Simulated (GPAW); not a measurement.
# CdTe (F-43m) in GPAW: further runs

The runs below take CdTe through RPA correlation energy, elastic constants, gruneisen, with PBE, PBE+D3(BJ), OLYP.

Program: GPAW 26.7.0. These are calculated values, not measurements. Logs are shortened: lines on timing, memory, paths and dates and some standing lists are left out, and cuts for length are marked. The log counts tension as positive stress, the text compression.

**The experiment to reproduce.**

A printed reference work, data compilation reports, for a bulk crystal of CdTe at 0 K: band gap 1.607 eV.

How close the calculation comes is told below.

## Step 1: The structure

The structure is cubic, space group F-43m (No. 216). Conventional cell: a = 6.410 Å, b = 6.410 Å, c = 6.410 Å, α = 90.00°, β = 90.00°, γ = 90.00°. Te (site symmetry -43m) is surrounded by 4 Cd at 2.78 Å. Cd (site symmetry -43m) has 4 Te at 2.78 Å as nearest neighbours.

## Step 2: RPA correlation energy, PBE

The input, run.py:

```python
import numpy as np
from ase import Atoms
from ase.units import Bohr, Ha
from gpaw import GPAW, PW
from gpaw.hybrids.energy import non_self_consistent_energy
from gpaw.xc.rpa import RPACorrelation

atoms = Atoms(['Te', 'Cd'],
              cell=[[0.0, 3.205, 3.205],
                    [3.205, 0.0, 3.205],
                    [3.205, 3.205, 0.0]],
              scaled_positions=[[0.75, 0.75, 0.75],
                                [0.0, 0.0, 0.0]],
              pbc=True)

for x in [1.0]:
    ecuts = np.array([96.0, 120.0, 150])
    a = atoms.copy()
    a.set_cell(atoms.cell * x**(1 / 3), scale_atoms=True)
    calc = GPAW(mode=PW(450),
                xc='PBE',
                kpts={'size': (3, 3, 3), 'gamma': True},
                occupations={'name': 'fermi-dirac', 'width': 0.001},
                setups={'Te': '16'},
                nbands=-9,
                convergence={'density': 1e-06},
                maxiter=150,
                txt=f'gs-{x:.2f}.txt')
    a.calc = calc
    dft = a.get_potential_energy(force_consistent=True)
    calc.write(f'gs-{x:.2f}.gpw')
    exx = non_self_consistent_energy(calc, 'EXX').sum()
    calc.diagonalize_full_hamiltonian(nbands=int(a.get_volume() / Bohr**3 * (ecuts[-1] / Ha)**1.5 * 2**0.5 / 3 / np.pi**2) + 30)
    calc.write(f'full-{x:.2f}.gpw', mode='all')
    ec = RPACorrelation(f'full-{x:.2f}.gpw', ecut=ecuts, nfrequencies=16, skip_gamma=False, txt=f'rpa-{x:.2f}.txt').calculate()
    slope, ec_inf = np.polyfit(ecuts**-1.5, ec, 1)
    print(f'V = {a.get_volume():.4f} A^3: DFT {dft:.5f}, EXX {exx:.5f}, correlation', *ec.round(5), f'extrapolated {ec_inf:.5f}, total {exx + ec_inf:.5f} eV', flush=True)
```

Potentials or basis: GPAW PAW data sets (gpaw-data 1.2.1), other valence, pw.

Launch:

```console
$ OMP_NUM_THREADS=1 python run.py
```

Log:

```text
Using integrator: PointIntegrator
FrequencyDescriptor(from 0.000+0.001j to 0.000+800.000j eV, 16 points)
Nonperiodic BCs:  [False False False]
Using integrator: PointIntegrator
FrequencyDescriptor(from 0.000+0.001j to 0.000+800.000j eV, 16 points)
Nonperiodic BCs:  [False False False]
Integrating chi0 body.

Symmetries of q_c:
    Direct symmetries (Uq -> q): 24
    Indirect symmetries (TUq -> q): 24
In total 48 allowed symmetries.

  ( 1  0  0)  ( 1  0  0)  ( 1  0 -1)  ( 1  0 -1)  ( 1 -1  0)  ( 1 -1  0)
  ( 0  1  0)  ( 0  0  1)  ( 0  1 -1)  ( 0  0 -1)  ( 0 -1  1)  ( 0 -1  0)
  ( 0  0  1)  ( 0  1  0)  ( 0  0 -1)  ( 0  1 -1)  ( 0 -1  0)  ( 0 -1  1)
[... 25 lines left out ...]
  ( 1 -1  0)  ( 1 -1  0)  ( 1  0 -1)  ( 1  0 -1)  ( 1  0  0)  ( 1  0  0)
  ( 1  0 -1)  ( 1  0  0)  ( 1 -1  0)  ( 1  0  0)  ( 1 -1  0)  ( 1  0 -1)
  ( 1  0  0)  ( 1  0 -1)  ( 1  0  0)  ( 1 -1  0)  ( 1  0 -1)  ( 1 -1  0)

4 groups of equivalent kpoints. 85.18518518518519% reduction.

Integral kind: hermitian response function
Integrating chi0 head and wings.

Symmetries of q_c:
    Direct symmetries (Uq -> q): 24
    Indirect symmetries (TUq -> q): 24
In total 48 allowed symmetries.

  ( 1  0  0)  ( 1  0  0)  ( 1  0 -1)  ( 1  0 -1)  ( 1 -1  0)  ( 1 -1  0)
  ( 0  1  0)  ( 0  0  1)  ( 0  1 -1)  ( 0  0 -1)  ( 0 -1  1)  ( 0 -1  0)
  ( 0  0  1)  ( 0  1  0)  ( 0  0 -1)  ( 0  1 -1)  ( 0 -1  0)  ( 0 -1  1)

  ( 0  1  0)  ( 0  1  0)  ( 0  1 -1)  ( 0  1 -1)  ( 0  0  1)  ( 0  0  1)
  ( 1  0  0)  ( 0  0  1)  ( 1  0 -1)  ( 0  0 -1)  ( 1  0  0)  ( 0  1  0)
  ( 0  0  1)  ( 1  0  0)  ( 0  0 -1)  ( 1  0 -1)  ( 0  1  0)  ( 1  0  0)
[... 21 lines left out ...]
  ( 1 -1  0)  ( 1 -1  0)  ( 1  0 -1)  ( 1  0 -1)  ( 1  0  0)  ( 1  0  0)
  ( 1  0 -1)  ( 1  0  0)  ( 1 -1  0)  ( 1  0  0)  ( 1 -1  0)  ( 1  0 -1)
  ( 1  0  0)  ( 1  0 -1)  ( 1  0  0)  ( 1 -1  0)  ( 1  0 -1)  ( 1 -1  0)

4 groups of equivalent kpoints. 85.18518518518519% reduction.

Integral kind: hermitian response function wings
Integrating chi0 body.

Symmetries of q_c:
    Direct symmetries (Uq -> q): 24
    Indirect symmetries (TUq -> q): 24
In total 48 allowed symmetries.

  ( 1  0  0)  ( 1  0  0)  ( 1  0 -1)  ( 1  0 -1)  ( 1 -1  0)  ( 1 -1  0)
  ( 0  1  0)  ( 0  0  1)  ( 0  1 -1)  ( 0  0 -1)  ( 0 -1  1)  ( 0 -1  0)
  ( 0  0  1)  ( 0  1  0)  ( 0  0 -1)  ( 0  1 -1)  ( 0 -1  0)  ( 0 -1  1)
[... 25 lines left out ...]
  ( 1 -1  0)  ( 1 -1  0)  ( 1  0 -1)  ( 1  0 -1)  ( 1  0  0)  ( 1  0  0)
  ( 1  0 -1)  ( 1  0  0)  ( 1 -1  0)  ( 1  0  0)  ( 1 -1  0)  ( 1  0 -1)
  ( 1  0  0)  ( 1  0 -1)  ( 1  0  0)  ( 1 -1  0)  ( 1  0 -1)  ( 1 -1  0)

4 groups of equivalent kpoints. 85.18518518518519% reduction.

Integral kind: hermitian response function
Integrating chi0 head and wings.

Symmetries of q_c:
    Direct symmetries (Uq -> q): 24
    Indirect symmetries (TUq -> q): 24
In total 48 allowed symmetries.

  ( 1  0  0)  ( 1  0  0)  ( 1  0 -1)  ( 1  0 -1)  ( 1 -1  0)  ( 1 -1  0)
  ( 0  1  0)  ( 0  0  1)  ( 0  1 -1)  ( 0  0 -1)  ( 0 -1  1)  ( 0 -1  0)
  ( 0  0  1)  ( 0  1  0)  ( 0  0 -1)  ( 0  1 -1)  ( 0 -1  0)  ( 0 -1  1)

  ( 0  1  0)  ( 0  1  0)  ( 0  1 -1)  ( 0  1 -1)  ( 0  0  1)  ( 0  0  1)
  ( 1  0  0)  ( 0  0  1)  ( 1  0 -1)  ( 0  0 -1)  ( 1  0  0)  ( 0  1  0)
  ( 0  0  1)  ( 1  0  0)  ( 0  0 -1)  ( 1  0 -1)  ( 0  1  0)  ( 1  0  0)
[... 21 lines left out ...]
  ( 1 -1  0)  ( 1 -1  0)  ( 1  0 -1)  ( 1  0 -1)  ( 1  0  0)  ( 1  0  0)
  ( 1  0 -1)  ( 1  0  0)  ( 1 -1  0)  ( 1  0  0)  ( 1 -1  0)  ( 1  0 -1)
  ( 1  0  0)  ( 1  0 -1)  ( 1  0  0)  ( 1 -1  0)  ( 1  0 -1)  ( 1 -1  0)

4 groups of equivalent kpoints. 85.18518518518519% reduction.

Integral kind: hermitian response function wings
Integrating chi0 body.

Symmetries of q_c:
    Direct symmetries (Uq -> q): 24
    Indirect symmetries (TUq -> q): 24
In total 48 allowed symmetries.

  ( 1  0  0)  ( 1  0  0)  ( 1  0 -1)  ( 1  0 -1)  ( 1 -1  0)  ( 1 -1  0)
  ( 0  1  0)  ( 0  0  1)  ( 0  1 -1)  ( 0  0 -1)  ( 0 -1  1)  ( 0 -1  0)
  ( 0  0  1)  ( 0  1  0)  ( 0  0 -1)  ( 0  1 -1)  ( 0 -1  0)  ( 0 -1  1)
[... 25 lines left out ...]
  ( 1 -1  0)  ( 1 -1  0)  ( 1  0 -1)  ( 1  0 -1)  ( 1  0  0)  ( 1  0  0)
  ( 1  0 -1)  ( 1  0  0)  ( 1 -1  0)  ( 1  0  0)  ( 1 -1  0)  ( 1  0 -1)
  ( 1  0  0)  ( 1  0 -1)  ( 1  0  0)  ( 1 -1  0)  ( 1  0 -1)  ( 1 -1  0)

4 groups of equivalent kpoints. 85.18518518518519% reduction.

Integral kind: hermitian response function
Integrating chi0 head and wings.

Symmetries of q_c:
    Direct symmetries (Uq -> q): 24
    Indirect symmetries (TUq -> q): 24
In total 48 allowed symmetries.

  ( 1  0  0)  ( 1  0  0)  ( 1  0 -1)  ( 1  0 -1)  ( 1 -1  0)  ( 1 -1  0)
  ( 0  1  0)  ( 0  0  1)  ( 0  1 -1)  ( 0  0 -1)  ( 0 -1  1)  ( 0 -1  0)
  ( 0  0  1)  ( 0  1  0)  ( 0  0 -1)  ( 0  1 -1)  ( 0 -1  0)  ( 0 -1  1)

  ( 0  1  0)  ( 0  1  0)  ( 0  1 -1)  ( 0  1 -1)  ( 0  0  1)  ( 0  0  1)
  ( 1  0  0)  ( 0  0  1)  ( 1  0 -1)  ( 0  0 -1)  ( 1  0  0)  ( 0  1  0)
  ( 0  0  1)  ( 1  0  0)  ( 0  0 -1)  ( 1  0 -1)  ( 0  1  0)  ( 1  0  0)
[... 21 lines left out ...]
  ( 1 -1  0)  ( 1 -1  0)  ( 1  0 -1)  ( 1  0 -1)  ( 1  0  0)  ( 1  0  0)
  ( 1  0 -1)  ( 1  0  0)  ( 1 -1  0)  ( 1  0  0)  ( 1 -1  0)  ( 1  0 -1)
  ( 1  0  0)  ( 1  0 -1)  ( 1  0  0)  ( 1 -1  0)  ( 1  0 -1)  ( 1 -1  0)

4 groups of equivalent kpoints. 85.18518518518519% reduction.

Integral kind: hermitian response function wings
Integrating chi0 body.

Symmetries of q_c:
    Direct symmetries (Uq -> q): 2
    Indirect symmetries (TUq -> q): 2
In total 4 allowed symmetries.

  ( 1  0  0)  ( 0  1  0)  (-1  0  1)  ( 0 -1  1)
  ( 0  1  0)  ( 1  0  0)  ( 0 -1  1)  (-1  0  1)
  ( 0  0  1)  ( 0  0  1)  ( 0  0  1)  ( 0  0  1)

12 groups of equivalent kpoints. 55.55555555555556% reduction.

Integral kind: hermitian response function
Integrating chi0 body.

Symmetries of q_c:
    Direct symmetries (Uq -> q): 2
    Indirect symmetries (TUq -> q): 2
In total 4 allowed symmetries.

  ( 1  0  0)  ( 0  1  0)  (-1  0  1)  ( 0 -1  1)
  ( 0  1  0)  ( 1  0  0)  ( 0 -1  1)  (-1  0  1)
  ( 0  0  1)  ( 0  0  1)  ( 0  0  1)  ( 0  0  1)

12 groups of equivalent kpoints. 55.55555555555556% reduction.

Integral kind: hermitian response function
Integrating chi0 body.

Symmetries of q_c:
    Direct symmetries (Uq -> q): 2
    Indirect symmetries (TUq -> q): 2
In total 4 allowed symmetries.

  ( 1  0  0)  ( 0  1  0)  (-1  0  1)  ( 0 -1  1)
  ( 0  1  0)  ( 1  0  0)  ( 0 -1  1)  (-1  0  1)
  ( 0  0  1)  ( 0  0  1)  ( 0  0  1)  ( 0  0  1)

12 groups of equivalent kpoints. 55.55555555555556% reduction.

Integral kind: hermitian response function
Integrating chi0 body.

Symmetries of q_c:
    Direct symmetries (Uq -> q): 4
    Indirect symmetries (TUq -> q): 4
In total 8 allowed symmetries.

  ( 1  0  0)  ( 1  0 -1)  ( 0  1  0)  ( 0  1 -1)  ( 0  1 -1)  ( 0  1  0)
  ( 0  1  0)  ( 0  1 -1)  ( 1  0  0)  ( 1  0 -1)  ( 0  1  0)  ( 0  1 -1)
  ( 0  0  1)  ( 0  0 -1)  ( 0  0  1)  ( 0  0 -1)  (-1  1  0)  (-1  1  0)

  ( 1  0 -1)  ( 1  0  0)
  ( 1  0  0)  ( 1  0 -1)
  ( 1 -1  0)  ( 1 -1  0)

9 groups of equivalent kpoints. 66.66666666666667% reduction.

Integral kind: hermitian response function
Integrating chi0 body.

Symmetries of q_c:
    Direct symmetries (Uq -> q): 4
    Indirect symmetries (TUq -> q): 4
In total 8 allowed symmetries.

  ( 1  0  0)  ( 1  0 -1)  ( 0  1  0)  ( 0  1 -1)  ( 0  1 -1)  ( 0  1  0)
  ( 0  1  0)  ( 0  1 -1)  ( 1  0  0)  ( 1  0 -1)  ( 0  1  0)  ( 0  1 -1)
  ( 0  0  1)  ( 0  0 -1)  ( 0  0  1)  ( 0  0 -1)  (-1  1  0)  (-1  1  0)

  ( 1  0 -1)  ( 1  0  0)
  ( 1  0  0)  ( 1  0 -1)
  ( 1 -1  0)  ( 1 -1  0)

9 groups of equivalent kpoints. 66.66666666666667% reduction.

Integral kind: hermitian response function
Integrating chi0 body.

Symmetries of q_c:
    Direct symmetries (Uq -> q): 4
    Indirect symmetries (TUq -> q): 4
In total 8 allowed symmetries.

  ( 1  0  0)  ( 1  0 -1)  ( 0  1  0)  ( 0  1 -1)  ( 0  1 -1)  ( 0  1  0)
  ( 0  1  0)  ( 0  1 -1)  ( 1  0  0)  ( 1  0 -1)  ( 0  1  0)  ( 0  1 -1)
  ( 0  0  1)  ( 0  0 -1)  ( 0  0  1)  ( 0  0 -1)  (-1  1  0)  (-1  1  0)

  ( 1  0 -1)  ( 1  0  0)
  ( 1  0  0)  ( 1  0 -1)
  ( 1 -1  0)  ( 1 -1  0)

9 groups of equivalent kpoints. 66.66666666666667% reduction.

Integral kind: hermitian response function
Integrating chi0 body.

Symmetries of q_c:
    Direct symmetries (Uq -> q): 6
    Indirect symmetries (TUq -> q): 0
In total 6 allowed symmetries.
[... 29 lines left out ...]
  ( 1  0  0)  ( 1  0  0)  ( 0  1  0)  ( 0  1  0)  ( 0  0  1)  ( 0  0  1)
  ( 0  1  0)  ( 0  0  1)  ( 1  0  0)  ( 0  0  1)  ( 1  0  0)  ( 0  1  0)
  ( 0  0  1)  ( 0  1  0)  ( 0  0  1)  ( 1  0  0)  ( 0  1  0)  ( 1  0  0)

10 groups of equivalent kpoints. 62.96296296296296% reduction.

Integral kind: hermitian response function
```

It took 1.8 min on 1 thread of Arm Neoverse V2, shared host; peak memory 0.4 GiB.

What came out:

```
Free energy                              : -4.5947 eV
Band gap on the k mesh, mean-field level : 0.85 eV, direct
RPA total energy per cell                : 92.717 eV
```

Caveat: the k mesh is coarse (spacing up to 0.57 Å⁻¹), so the values aren't converged; the long-wavelength limit can be off by several per cent where d states take part; the response cutoff is short for absolute correlation energies; spin-orbit coupling is left out, which moves the levels of the heavy elements; an odd mesh through Γ misses points on the zone boundary, where band edges often lie.

## Step 3: Elastic constants, PBE+D3(BJ), 32.92 Å³/atom

The input, run.py:

```python
import json
import numpy as np
import spglib
from ase import Atoms
from ase.calculators.mixing import SumCalculator
from ase.constraints import FixSymmetry
from ase.filters import FrechetCellFilter
from ase.io import write
from ase.optimize import BFGS
from ase.stress import full_3x3_to_voigt_6_stress, voigt_6_to_full_3x3_strain, voigt_6_to_full_3x3_stress
from ase.units import GPa
from dftd3.ase import DFTD3
from gpaw import GPAW, PW

atoms = Atoms(['Te', 'Cd'],
              cell=[[0.0, 3.205, 3.205],
                    [3.205, 0.0, 3.205],
                    [3.205, 3.205, 0.0]],
              scaled_positions=[[0.75, 0.75, 0.75],
                                [0.0, 0.0, 0.0]],
              pbc=True)

calc = GPAW(mode=PW(600),
            xc='PBE',
            kpts={'size': (3, 3, 3), 'gamma': True},
            occupations={'name': 'fermi-dirac', 'width': 0.05},
            nbands=18,
            convergence={'density': 1e-06, 'eigenstates': 1e-09},
            maxiter=50,
            txt='gpaw.txt')
atoms.calc = SumCalculator([calc, DFTD3(method='pbe', damping='d3bj')])
atoms.set_constraint(FixSymmetry(atoms))
BFGS(FrechetCellFilter(atoms), trajectory='relax.traj', logfile='-').run(fmax=0.005, steps=40)
atoms.set_constraint()
energy = atoms.get_potential_energy()
forces = atoms.get_forces()
stress = atoms.get_stress()
calc.write('gs.gpw')
write('result.traj', atoms)
print('Cell:', atoms.cell.cellpar().round(4))
print(atoms.get_scaled_positions().round(5))

gpts = tuple(int(n) for n in calc.get_number_of_grid_points())
cell = atoms.cell[:].T
dataset = spglib.get_symmetry((atoms.cell[:], atoms.get_scaled_positions(), atoms.numbers), symprec=1e-4)
rotations = [cell @ w @ np.linalg.inv(cell) for w in dataset['rotations']]
strains, clamped, relaxed = [], [], []
for v in [0, 3]:
    for e in (-0.01, 0.01):
        voigt = np.zeros(6)
        voigt[v] = e
        F = voigt_6_to_full_3x3_strain(voigt)
        a = atoms.copy()
        a.set_cell(atoms.cell[:] @ F, scale_atoms=True)
        c = GPAW(mode=PW(600),
                 xc='PBE',
                 kpts={'size': (3, 3, 3), 'gamma': True},
                 occupations={'name': 'fermi-dirac', 'width': 0.05},
                 nbands=18,
                 convergence={'density': 1e-06, 'eigenstates': 1e-09},
                 maxiter=50,
                 gpts=gpts,
                 txt=f'strain-{v}{e:+.3f}.txt')
        a.calc = SumCalculator([c, DFTD3(method='pbe', damping='d3bj')])
        s0 = s1 = a.get_stress() - stress
        BFGS(a, logfile=None).run(fmax=0.003, steps=25)
        s1 = a.get_stress() - stress
        print(v, e, 'clamped', (s0 / GPa).round(3), 'relaxed', (s1 / GPa).round(3), flush=True)
        for R in rotations:  # images under the point group
            eps = R @ (F - np.eye(3)) @ R.T
            strains.append(full_3x3_to_voigt_6_stress(eps) * [1, 1, 1, 2, 2, 2])
            for s, rows in ((s0, clamped), (s1, relaxed)):
                rows.append(full_3x3_to_voigt_6_stress(R @ voigt_6_to_full_3x3_stress(s) @ R.T))

C0, C = (np.linalg.lstsq(np.array(strains), np.array(s), rcond=None)[0].T / GPa for s in (clamped, relaxed))
print('Clamped-ion Cij (GPa):')
print(C0.round(1))
print('Relaxed-ion Cij (GPa):')
print(C.round(1))
json.dump({'clamped': C0.tolist(), 'relaxed': C.tolist()}, open('elastic.json', 'w'))
```

Potentials or basis: GPAW PAW data sets (gpaw-data 1.2.1), pw.

Launch:

```console
$ OMP_NUM_THREADS=1 python run.py
```

It took 75 s on 1 thread of Arm Neoverse V1, shared host; peak memory 0.27 GiB.

The run converged, but some of its settings lie outside the range that counts as converged, so its numbers aren't taken as properties of the crystal.

Results:

```
Free energy                                  : -5.4953 eV
Relaxed volume                               : 34.97 Å³/atom
Relaxed cell                                 : a = 4.625 Å, b = 4.625 Å, c = 4.625 Å, α = 60.00°, β = 60.00°, γ = 60.00°
Space group after relaxing (to 0.05 Å)       : F-43m (No. 216)
Pressure after relaxing                      : 0.0 GPa
Band gap on the k mesh                       : 0.65 eV, direct
Elastic constants C11, C12, C44              : 50, 34, 18 GPa
Voigt bulk modulus                           : 39 GPa
Bulk modulus (Hill)                          : 39 GPa
Shear modulus (Hill)                         : 13 GPa
Young's modulus                              : 36 GPa
Poisson's ratio (from the elastic constants) : 0.35
Dispersion energy per atom                   : -0.331 eV
```

Caveat: the k mesh is coarse (spacing up to 0.57 Å⁻¹), so the values aren't converged; the density grid can change from cell to cell, which puts small steps into energies and stress; spin-orbit coupling is left out, which moves the levels of the heavy elements.

(Continued in part 2 of 2.)
